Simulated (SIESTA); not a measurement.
# GaN under changes of volume

One of the cells (11.673 Å³/atom); the others are scaled copies at fixed shape and fractional positions:

```
Ga N
1.0
     0.00000    2.26842    2.26842
     2.26842    0.00000    2.26842
     2.26842    2.26842    0.00000
Ga N
1 1
Direct
  0.00000 0.00000 0.00000
  0.25000 0.25000 0.25000
```

The cell is a database's computed one.

* Program: SIESTA 5.4.2
* Functional: PBE
* Potentials or basis: PseudoDojo 0.4 standard (PBE files)
* Basis: DZP (energy shift 0.002 Ry; radii capped at 9.5 bohr)
* Grid cutoff: 800 Ry
* Energy shift: 0.002 Ry
* k mesh: 10 × 10 × 10
* Occupations: fermi-dirac, width 0.05 eV
* Spin: no spin polarisation

```csv
volume (Å³/atom),energy over the lowest point (meV/atom),pressure (GPa),gap on the mesh (eV)
10.757,82.89,24.1,2.14
10.986,52.48,18.4,2.00
11.215,?,?,?
11.673,4.14,4.8,1.59
11.902,0.00,1.1,1.46
12.131,0.54,-1.7,1.34
```

**Question.** What does the run at 11.215 Å³/atom give?

**Answer.** Energy over the lowest point 29.93 meV/atom; pressure 13.3 GPa; gap on the mesh 1.86 eV.

Worked out: A Birch-Murnaghan fit of order 3 (a polynomial in V^(-2/3)) to the other rows has its minimum at 11.98 Å³/atom with B0 = V·E''(V) = 171 GPa and B' = 5.0. It gives 29.75 meV/atom at 11.215 Å³/atom, against the run's 29.93, and -dE/dV = 13.4 GPa, against 13.3. A straight line through the other rows of the gap, of slope -6.69 eV per unit of ln V (its deformation potential), gives 1.86 eV, against the run's 1.86.

Energies are extrapolated to zero smearing.

Caveats: semicore shells carry a single zeta, which can move pressures by several GPa and volumes by a few percent; the basis of atomic orbitals isn't converged, which shifts pressures, moduli and gaps.

A mesh can miss the band edges. Spin-orbit coupling on Ga is left out.
